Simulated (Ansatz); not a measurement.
**CaF2: under pressure**

Aim: relax CaF2 at pressures from -3 to 60 GPa within the symmetry of the start, and follow volume, cell shape and gap.

Method: DFT PBE, scalar-relativistic, plane waves, PAW, in Ansatz 0.2.0.

2 further runs of the same task are left out: 2 set aside as unsound or not needed.

### 1 The structure to begin with

It takes space group Fm-3m (No. 225, cubic). The conventional cell has a = 5.512 Å, b = 5.512 Å, c = 5.512 Å, α = 90.00°, β = 90.00°, γ = 90.00°. Around Ca (site symmetry m-3m) lie 8 F at 2.39 Å. Around F (site symmetry -43m) lie 4 Ca at 2.39 Å.

Coordinates:

```
CELL_PARAMETERS angstrom
0.00000 2.75588 2.75588
2.75588 0.00000 2.75588
2.75588 2.75588 0.00000
ATOMIC_POSITIONS crystal
Ca 0.00000 0.00000 0.00000
F 0.75000 0.75000 0.75000
F 0.25000 0.25000 0.25000
```

It goes back to an entry of the Materials Project, which need not be the stable form.

It is the result of an earlier relaxation at this level (volume 13.95 Å³/atom; gap on the mesh: 7.14 eV).

### 2 -3 GPa

Contents of input.yaml:

```yaml
crystal:
  lattice:
    - [0.0, 2.781733717, 2.781733717]
    - [2.781733717, 0.0, 2.781733717]
    - [2.781733717, 2.781733717, 0.0]
  atoms:
    - { symbol: Ca, position: [0.0, 0.0, 0.0] }
    - { symbol: F, position: [0.75, 0.75, 0.75] }
    - { symbol: F, position: [0.25, 0.25, 0.25] }
basis:
  ecutwfc: 420
kpoints:
  mp_grid: { grid: [8, 8, 8] }
hamiltonian:
  xc: pbe
scf:
  occupations: { method: gaussian, width: 0.02 }
output:
  forces: true
  stress: true
  eigenvalues: true
relax:
  adjacent_minimum: "off"
  f_tol: 0.008
  max_steps: 50
  cell: { stress_tol: 0.08, p_target: -3.0 }
```

On the command line:

```console
$ ansatz run input.yaml --threads 1 --pin off --max-ram 2560MiB --backend cpu --events-out ev --progress --plain --runs-dir out
```

Further runs follow: band edges over the zone at -3 GPa; relaxing at 3 GPa; the gap over the whole zone at 3 GPa; target pressure 8 GPa; the gap over the whole zone at 8 GPa; 15 GPa; the gap over the whole zone at 15 GPa; target pressure 30 GPa; seeking the band edges at 30 GPa; target pressure 60 GPa; the gap over the whole zone at 60 GPa.

What does the calculation give? Wanted: bulk modulus B0; B0'.

As calculated:

| quantity | value |
| --- | --- |
| volume at 60 GPa | 9.81 Å³/atom, V/V0 = 0.703 |
| bulk modulus B0 (third-order Birch-Murnaghan) | 78 GPa |
| B0' | 4.4 |
| gap at 0 and 60 GPa | 7.14 eV; 8.98 eV |

**Reading.** At 60 GPa the crystal has lost 29.7 % of its volume. The points follow one equation of state, B0 = 78 GPa. The gap goes from 7.14 eV at zero pressure to 8.98 eV at 60 GPa. Other structures may take over in this range; these runs cannot find them.
